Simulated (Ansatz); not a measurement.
# TiO2: the cost of one run

Program: Ansatz 0.2.0. Level of theory: DFT r2SCAN, scalar-relativistic, plane waves, PAW. These are calculated values, not measurements.

2 further runs of the same task are left out: 2 set aside as unsound or not needed. Runs told in other sessions of the task aren't counted.

**1. Starting point**

The structure is tetragonal, space group I4_1/amd (No. 141). Conventional cell: a = 3.778 Å, b = 3.778 Å, c = 9.583 Å, α = 90.00°, β = 90.00°, γ = 90.00°. Ti (site symmetry -4m2) has 6 O at 1.93 to 1.99 Å in its first shell of neighbours. O (site symmetry 2mm) is surrounded by 3 Ti at 1.93 to 1.99 Å.

Structure file:

```cif
data_structure
_symmetry_space_group_name_H-M 'P 1'
_symmetry_Int_Tables_number 1
_cell_length_a 3.7779
_cell_length_b 3.7779
_cell_length_c 9.5828
_cell_angle_alpha 90.000
_cell_angle_beta 90.000
_cell_angle_gamma 90.000
_cell_volume 136.77
loop_
_atom_site_label
_atom_site_type_symbol
_atom_site_fract_x
_atom_site_fract_y
_atom_site_fract_z
_atom_site_occupancy
Ti1 Ti 0.00000 0.00000 0.00000 1
Ti2 Ti 0.50000 0.50000 0.50000 1
Ti3 Ti 0.50000 0.00000 0.75000 1
Ti4 Ti 0.00000 0.50000 0.25000 1
O1 O 0.50000 0.50000 0.70730 1
O2 O 0.00000 0.00000 0.20730 1
O3 O 0.50000 0.00000 0.95730 1
O4 O 0.00000 0.50000 0.45730 1
O5 O 0.50000 0.00000 0.54270 1
O6 O 0.00000 0.50000 0.04270 1
O7 O 0.00000 0.00000 0.79270 1
O8 O 0.50000 0.50000 0.29270 1
```

It is built from the cell relaxed beforehand with the same method (11.40 Å³/atom).

**2. Zero of energy**

The cell is repeated 2 times, 12 atoms in all. The reference gives a free energy of -14585.3267 eV, pressure 0.00 GPa, largest force 0.004 eV/Å and gap on the mesh 2.58 eV. It was computed beforehand with the settings of the runs below.

**3. The scan: a stacking-fault curve**

The cut lies on the cell's a–b face, a (0 0 1) plane of area 14.27 Å², between layers 1.58 Å apart (O below, O above); the cell is 9.6 Å thick. Vector c is tilted by f times 1·a − 1·b (length 5.343 Å) with the atoms' Cartesian places fixed: one unrelaxed fault per cell.

**4. f = 0.167**

input.yaml reads:

```yaml
crystal:
  lattice:
    - [-3.77794442, 0.0, 0.0]
    - [0.0, -3.77794442, 0.0]
    - [-0.6297833348, 0.6297833348, 9.582797852]
  atoms:
    - { symbol: Ti, position: [-0.1458625, 0.1458625, 0.875] }
    - { symbol: Ti, position: [0.4374875, 0.5625125, 0.375] }
    - { symbol: Ti, position: [0.3958125, 0.1041875, 0.625] }
    - { symbol: Ti, position: [-0.0208375, 0.5208375, 0.125] }
    - { symbol: O, position: [0.402929833, 0.597070167, 0.5823045408] }
    - { symbol: O, position: [0.986279833, 1.013720167, 0.0823045408] }
    - { symbol: O, position: [0.361254833, 0.138745167, 0.8323045408] }
    - { symbol: O, position: [-0.055395167, 0.555395167, 0.3323045408] }
    - { symbol: O, position: [0.430370167, 0.069629833, 0.4176954592] }
    - { symbol: O, position: [-0.152979833, 0.652979833, 0.9176954592] }
    - { symbol: O, position: [-0.111304833, 0.111304833, 0.6676954592] }
    - { symbol: O, position: [0.472045167, 0.527954833, 0.1676954592] }
basis:
  ecutwfc: 500
kpoints:
  mp_grid: { grid: [6, 6, 3] }
hamiltonian:
  xc: r2scan
scf:
  occupations: { method: gaussian, width: 0.05 }
output:
  forces: true
  stress: true
  eigenvalues: true
```

Started as:

```
$ ansatz run input.yaml --threads 2 --pin off --max-ram 5120MiB --backend cpu --events-out ev --progress --plain --runs-dir out
```

**Question.** How long does this run take on 2 threads of Intel Xeon 6975P-C (Granite Rapids), shared host, and how much memory does it need?

About 17 s, with a peak of 0.97 GiB.
